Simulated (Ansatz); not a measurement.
# Ti3Al (P-6m2) in Ansatz: further runs, part 2 of 2

Ansatz 0.2.0. The steps go on from the part before.

### Step 10. Phonons, PBEsol

Input file input.yaml:

```yaml
crystal:
  lattice:
    - [2.9275422229, 0.0, 0.0]
    - [-1.4637711114, 2.5353259357, 0.0]
    - [0.0, 0.0, 9.226362]
  atoms:
    - { symbol: Ti, position: [0.3333333333, 0.6666666667, 0.249406] }
    - { symbol: Ti, position: [0.3333333333, 0.6666666667, 0.750594] }
    - { symbol: Ti, position: [0.6666666667, 0.3333333333, 0.0] }
    - { symbol: Al, position: [0.6666666667, 0.3333333333, 0.5] }
hamiltonian:
  xc: pbesol
  pseudopotentials: { kind: paw }
kpoints:
  mp_grid: { grid: [10, 10, 4] }
scf:
  occupations: { method: fermi_dirac, width: 0.05 }
phonons:
  method: dfpt
```

Potentials or basis: Ansatz PAW.

Command:

```sh
$ ansatz run input.yaml --threads 2 --pin off --max-ram 5632MiB --backend cpu --events-out ev --progress --plain --runs-dir out
```

Standard output:

```text
Warning: RAYON_NUM_THREADS=2 ignored (pool sized by the plan → 2); use --threads N
Engine: ansatz 0.2.0, x86_64-unknown-linux-gnu
Pseudopotentials: kind: paw
Pseudopotential: Ti, paw, valence charge 12, recommended cutoff 420 eV (normal), Ti.paw.azcp
Pseudopotential: Al, paw, valence charge 3, recommended cutoff 420 eV (normal), Al.paw.azcp
Functional definition: PBEsol
  exchange = pbesol_x
  correlation = pbesol_c
Crystal: 4 atoms, lattice volume = 68.481 Å³
Basis set: ecut = 420 eV, 1339 PW (Γ), exchange–correlation on 40×40×128 points (8 copies of the dense FFT grid, shifted against one another)
Bands: 24, of which v1, the nominal top of the filled ones, is band 20 counted from 1 (19 counted from 0)
Symmetry: 12 space group operations
k-points: 117 of 400 (irreducible under 2 space group operations, time reversal used)
Non-local potential: Ti, projectors of the file, l = 0: 3, l = 1: 2, l = 2: 3, l = 3: 1
Non-local potential: Al, projectors of the file, l = 0: 2, l = 1: 2, l = 2: 1
PAW form: soft (Blöchl's): semilocal exchange-correlation on the pseudo side does not see the compensation charge
PAW frozen core: Ti, regenerated for the run's functional, and the local potential with it (the file was generated under x = pbe(κ = 0.804, μ = 0.2195149727645171), c = pbe(β = 0.06672455060314922))
PAW frozen core: Al, regenerated for the run's functional, and the local potential with it (the file was generated under x = pbe(κ = 0.804, μ = 0.2195149727645171), c = pbe(β = 0.06672455060314922))
PAW one-centre angular grid: Ti, 590 points (default); XC on 64 Gauss nodes
PAW one-centre angular grid: Al, 110 points (default); XC on 64 Gauss nodes
Initial density: superposition of atomic densities (neutral atoms: chi_scale 0, normalization atom), corrected by the library's trained network
Initial wavefunctions: pseudopotential atomic-orbital guess
Functional: x = pbesol(κ = 0.804, μ = 0.12345679012345678), c = pbesol(β = 0.046)
SCF iter   1: F=—  HF=-7946.761806 eV  |F-HF|=—  |Δ(HF+E_count)|=         —  Δρ=8.88e-3  dr2=8.45e-2  ethr=1.77e-3  ⟨swp⟩=5.2  Hψ=12144  notcnv=0
preconditioner: auto → Kerker (q_TF=auto, 2.484 Å⁻¹)  [metal: Δε(μ)=0.013 eV  Ē_g=2.946 eV  σ=0.050 eV  W_gap=0.07  n_scr=12 (ndim 8)  ℏωp=17.4 eV  f_vac=0.000  D(μ)=3.15/eV (n_scr^D=38)]
SCF iter   2: F=—  HF=-7946.749458 eV  |F-HF|=—  |Δ(HF+E_count)|=   1.23e-2  Δρ=3.52e-3  dr2=1.26e-2  ethr=2.17e-4  ⟨swp⟩=2.0  Hψ=4160  notcnv=0
SCF iter   3: F=—  HF=-7946.747476 eV  |F-HF|=—  |Δ(HF+E_count)|=   1.98e-3  Δρ=8.01e-4  dr2=7.28e-4  ethr=3.23e-5  ⟨swp⟩=2.0  Hψ=3643  notcnv=0
SCF iter   4: F=—  HF=-7946.747373 eV  |F-HF|=—  |Δ(HF+E_count)|=   1.02e-4  Δρ=2.13e-4  dr2=7.81e-5  ethr=1.87e-6  ⟨swp⟩=1.9  Hψ=3502  notcnv=0
SCF iter   5: F=—  HF=-7946.747357 eV  |F-HF|=—  |Δ(HF+E_count)|=   1.58e-5  Δρ=3.93e-5  dr2=3.65e-6  ethr=2.00e-7  ⟨swp⟩=2.0  Hψ=3594  notcnv=0
SCF iter   6: F=—  HF=-7946.747363 eV  |F-HF|=—  |Δ(HF+E_count)|=   5.16e-6  Δρ=1.06e-5  dr2=1.17e-7  ethr=9.36e-9  ⟨swp⟩=2.0  Hψ=3532  notcnv=0
SCF iter   7: F=—  HF=-7946.747363 eV  |F-HF|=—  |Δ(HF+E_count)|=   2.51e-8  Δρ=2.78e-6  dr2=1.09e-8  ethr=2.99e-10  ⟨swp⟩=2.0  Hψ=3670  notcnv=0
SCF iter   8: F=—  HF=-7946.747363 eV  |F-HF|=—  |Δ(HF+E_count)|=   1.13e-9  Δρ=7.33e-7  dr2=3.13e-10  ethr=2.79e-11  ⟨swp⟩=2.0  Hψ=4256  notcnv=0
SCF iter   9: F=—  HF=-7946.747363 eV  |F-HF|=—  |Δ(HF+E_count)|=  1.11e-10  Δρ=1.49e-7  dr2=3.45e-11  ethr=1.00e-12  ⟨swp⟩=2.0  Hψ=4555  notcnv=0
SCF iter  10: F=-7946.747363 eV  HF=-7946.747363 eV  |F-HF|=3.64e-12  |Δ(HF+E_count)|=  3.64e-12  Δρ=4.18e-8  dr2=1.27e-12  ethr=1.00e-12  ⟨swp⟩=4.8  Hψ=10165  notcnv=0
SCF 1 converged in 10 iterations: F = -7946.747363 eV  dr2 = 1.27e-12
DFPT response loops at Γ: preconditioner auto → Kerker (q_TF=auto, 2.484 Å⁻¹) (partly filled bands, converged f_vac=0.000); β = 1.00, the filter's whole step (`scf.mixing.beta` (0.50) is not read by the response loops under this deck's `scf.mixing.preconditioner`; to damp them name `kerker` or `kerker_dos`, under which they read `scf.mixing.beta`, and type it under 1.00, their step now; both keys bind the ground state too); Broyden in place of MSR1
SCF converged after 10 iterations
Free energy (F): -7946.747363 eV
Harris-Foulkes:  -7946.747363 eV  (|F-HF|=3.64e-12)
Internal energy: -7946.719617 eV  (E = F + TS)
E sigma→0 (E₀):  -7946.733490 eV
Entropy (-TS):   -0.027746 eV (-6.936 meV/atom)
Fermi energy:    11.706402 eV
--- Per-component energies (eV) ---
  E_band       = -501.510811
  E_kinetic    = 838.387865
  E_local      = -3520.695268  (includes V_loc(G=0)·N_el)
  E_nonlocal   = 38.056225
  E_hartree    = 1525.196202
  E_xc         = -329.224074
  E_vxc        = -393.283587  (∫ρ·V_xc dr)
  E_paw        = -3521.803283  (= ΣΔE_a)
  E_vpaw       = -514.368835  (= ΣTr[D̂ρ^β])
  E_aug_tail   = 0.000326  (compensation charges beyond the density's cutoff)
  E_ewald      = -2977.074900
  E_core_change = 0.437292  (= ΣΔE_core)
  E_smearing   = -0.027746  (= −TS)
  E_closure    = 0.000000  (closes the sum)
  Σ components = -7946.747363   (vs F -7946.747363, Δ=0.00e0)
--- Band table (eV; the first three rows and the last of 117) ---
  k-point 0: bands = ["-44.7631", "-44.7145", "-44.6536", "-21.3974", "-21.1454", "-20.8509", "-20.8187", "-20.8187", "-20.7786", "-20.7786", "-20.7397", "-20.7397", "3.2886", "6.6401", "6.8952", "9.2362", "10.9445", "12.1777", "12.4384", "12.5247", "12.5247", "12.6140", "12.6140", "12.9241"]
  k-point 1: bands = ["-44.7631", "-44.7145", "-44.6536", "-21.3980", "-21.1442", "-20.8515", "-20.8187", "-20.8187", "-20.7787", "-20.7787", "-20.7397", "-20.7397", "3.3090", "6.1562", "7.5940", "9.0475", "10.8143", "12.1533", "12.4591", "12.5264", "12.5264", "12.6102", "12.6102", "12.9287"]
  k-point 2: bands = ["-44.7630", "-44.7146", "-44.6536", "-21.3986", "-21.1430", "-20.8521", "-20.8187", "-20.8187", "-20.7787", "-20.7787", "-20.7397", "-20.7397", "3.3302", "5.9342", "8.3204", "8.5608", "10.6962", "12.1330", "12.4765", "12.5281", "12.5281", "12.6065", "12.6065", "12.9332"]
  k-point 116: bands = ["-44.6512", "-44.6384", "-44.6131", "-21.2898", "-21.2820", "-21.1908", "-21.0984", "-21.0529", "-20.9992", "-20.9484", "-20.8979", "-20.8771", "7.3104", "9.6191", "9.8870", "10.2837", "10.6163", "10.7385", "11.1194", "11.3289", "11.8550", "12.0135", "12.3223", "13.1921"]
--- Phonons (Γ-DFPT): 6 representative perturbations + reference, on 117 of 400 k-points (Σ response iterations 19) ---
  k mesh reduced under 2 symmetry operations, with k and −k counted as one. Each operation leaves every solved perturbation unchanged. A smaller set is not used because it would not reduce the number of displacements times k-points to solve
  ASR residual: 4.230e-4 → 0.000e0 eV/Å²; symmetrization residual: 8.043e-6 eV/Å²
  ASR residual per site (eV/Å²): 4.23e-4 4.23e-4 3.76e-4 5.67e-5
  Γ frequencies (cm⁻¹): 0.00 0.00 0.00 98.95 98.95 120.54 120.54 167.99 167.99 201.00 209.61 308.02
  non-analytic LO–TO correction: not included (Born effective charges unavailable; polar crystals: no LO–TO splitting at Γ)
```

Run time: 1.8 min. Hardware: 2 threads of Intel Xeon at 2.50GHz (Skylake/Cascade Lake), shared host; peak memory 1 GiB.

What came out:

```yaml
Free_energy: -7946.7474 eV
Band_gap_on_the_k_mesh: none (metal or under the smearing width)
Highest_phonon_frequency_at_Γ: 308 cm⁻¹
```

Levels at points of the mesh, in eV from the Fermi level:
| k point | band 18 | band 19 | band 20 | band 21 | band 22 | band 23 |
| --- | --- | --- | --- | --- | --- | --- |
| (0.00, 0.00, 0.00) | 0.47 | 0.73 | 0.82 | 0.82 | 0.91 | 0.91 |
| (0.00, 0.00, -0.50) | 0.43 | 0.77 | 0.82 | 0.82 | 0.90 | 0.90 |
| (0.00, -0.50, 0.00) | -1.22 | -0.65 | -0.40 | 0.89 | 0.99 | 1.12 |
| (0.00, -0.50, -0.50) | -1.21 | -0.93 | -0.06 | 0.85 | 0.87 | 1.06 |
| (-0.50, 0.00, 0.00) | -1.22 | -0.65 | -0.40 | 0.89 | 0.99 | 1.12 |
| (-0.50, 0.00, -0.50) | -1.21 | -0.93 | -0.06 | 0.85 | 0.87 | 1.06 |

Phonon frequencies in cm⁻¹ (negative: imaginary):
| q point | frequencies |
| --- | --- |
| (0.000, 0.000, 0.000) | 0 0 0 99 99 121 121 168 168 201 210 308 |

Caveat: the PAW data sets come from PBE, with cores solved anew for the run's functional, which leaves a small shift of forces and pressure.
